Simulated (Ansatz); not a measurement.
The system is V.

```xyz
1
Lattice="-1.5144 1.5144 1.5144 1.5144 -1.5144 1.5144 1.5144 1.5144 -1.5144" Properties=species:S:1:pos:R:3 pbc="T T T"
V     0.0000    0.0000    0.0000
```

Alike in all runs: program Ansatz 0.2.0; functional PBEsol; potentials or basis Ansatz PAW; cutoff 420 eV (not typed: the program's choice for these potentials); k mesh 10 × 10 × 10; occupations fermi-dirac, width 0.05 eV.

Task: Only the start or the spin constraint differs. Which run ends lowest in energy?
A. collinear spin, ferromagnetic start of up to 1 μB; fixed moment 1
B. collinear spin, program default start; fixed moment 0
C. collinear spin, ferromagnetic start of up to 2.5 μB; fixed moment 2.5
D. collinear spin, ferromagnetic start of up to 0.5 μB; fixed moment 0.5
E. collinear spin, ferromagnetic start of up to 1.5 μB; fixed moment 1.5
F. collinear spin, ferromagnetic start of up to 2 μB; fixed moment 2

Result: B.

```csv
start,free energy over the lowest (meV/atom),net moment (μB),site or absolute moments (μB),gap
"collinear spin, program default start; fixed moment 0",0.0,0.00,-,-
"collinear spin, ferromagnetic start of up to 4 μB; fixed moment 4",3148.7,4.00,V +3.12,-
"collinear spin, ferromagnetic start of up to 0.5 μB; fixed moment 0.5",25.2,0.50,V +0.40,-
"collinear spin, ferromagnetic start of up to 2.5 μB; fixed moment 2.5",1203.6,2.50,V +2.02,-
"collinear spin, ferromagnetic start of up to 1.5 μB; fixed moment 1.5",432.1,1.50,V +1.19,-
"collinear spin, ferromagnetic start of up to 3 μB; fixed moment 3",1719.8,3.00,V +2.40,-
"collinear spin, ferromagnetic start of up to 1 μB; fixed moment 1",146.9,1.00,V +0.78,-
"collinear spin, ferromagnetic start of up to 2 μB; fixed moment 2",793.6,2.00,V +1.61,-
```

All polarised runs hold their moment fixed, so the table maps the energy against it. A still lower state may exist.

Caveats: the total moment is fixed, so each spin has its own Fermi level.
